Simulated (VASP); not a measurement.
Set up this calculation in VASP 6.6.1, as the native input.

| Quantity | Value |
| --- | --- |
| Task | single point |
| Functional | r2SCAN |
| Potentials or basis | VASP PAW PBE potentials, release 64 (Zr_sv, B) |
| Cutoff | 520 eV |
| k mesh | 4 × 4 × 4 |
| Occupations | gaussian, width 0.1 eV |
| Spin | no spin polarisation |
| Dipole correction | no |
| Further INCAR settings | ALGO = Normal; EDIFF = 1e-07; NBANDS = 31 |

The system is ZrB3.

```
Zr B
1.0
     4.39299    0.00000    0.00000
     0.00000    4.39299    0.00000
     0.00000    0.00000    4.39299
Zr B
2 6
Direct
  0.00000 0.00000 0.00000
  0.50000 0.50000 0.50000
  0.00000 0.50000 0.25000
  0.00000 0.50000 0.75000
  0.25000 0.00000 0.50000
  0.75000 0.00000 0.50000
  0.50000 0.75000 0.00000
  0.50000 0.25000 0.00000
```

The cell was built by a generator and needn't be a form met in nature.

These files were run (other wordings do the same):

POSCAR

```
ZrB3
1.0
    4.3929885021      0.0000000000      0.0000000000
    0.0000000000      4.3929885021      0.0000000000
    0.0000000000      0.0000000000      4.3929885021
Zr B
2 6
Direct
    0.0000000000      0.0000000000      0.0000000000
    0.5000000000      0.5000000000      0.5000000000
    0.0000000000      0.5000000000      0.2500000000
    0.0000000000      0.5000000000      0.7500000000
    0.2500000000      0.0000000000      0.5000000000
    0.7500000000      0.0000000000      0.5000000000
    0.5000000000      0.7500000000      0.0000000000
    0.5000000000      0.2500000000      0.0000000000
```

INCAR.step1

```
SYSTEM = ZrB3
PREC = Accurate
ENCUT = 520
ISMEAR = 0
SIGMA = 0.1
LREAL = .FALSE.
LASPH = .TRUE.
NELM = 100
NBANDS = 31
GGA = PE
ALGO = Normal
EDIFF = 1E-4
LWAVE = .TRUE.
LCHARG = .FALSE.
```

INCAR.step2

```
SYSTEM = ZrB3
PREC = Accurate
ENCUT = 520
EDIFF = 1E-7
ISMEAR = 0
SIGMA = 0.1
LREAL = .FALSE.
LASPH = .TRUE.
NELM = 100
ALGO = Normal
ISIF = 2
LWAVE = .FALSE.
LCHARG = .FALSE.
METAGGA = R2SCAN
LMIXTAU = .TRUE.
NBANDS = 31
ISTART = 1
```

KPOINTS

```
regular mesh
0
G
  4 4 4
  0 0 0
```

Potentials or basis: VASP PAW PBE potentials, release 64 (Zr_sv, B).

Command:

```bash
$ cat potpaw_PBE.64/Zr_sv/POTCAR potpaw_PBE.64/B/POTCAR > POTCAR
$ cp INCAR.step1 INCAR
$ mpirun -np 1 vasp_std > vasp.out
$ cp INCAR.step2 INCAR
$ mpirun -np 1 vasp_std > vasp.out
```

Results of the run:

The pressure is 0.4 GPa and the band gap on the k mesh is none (metal or under the smearing width).

Caveat: the PAW data sets were made with another functional, which shifts forces and pressure a little.

Wall time 75 s on 1 thread of Intel(R) Xeon(R) 6975P-C (Granite Rapids) (shared host), peak memory 0.21 GiB.
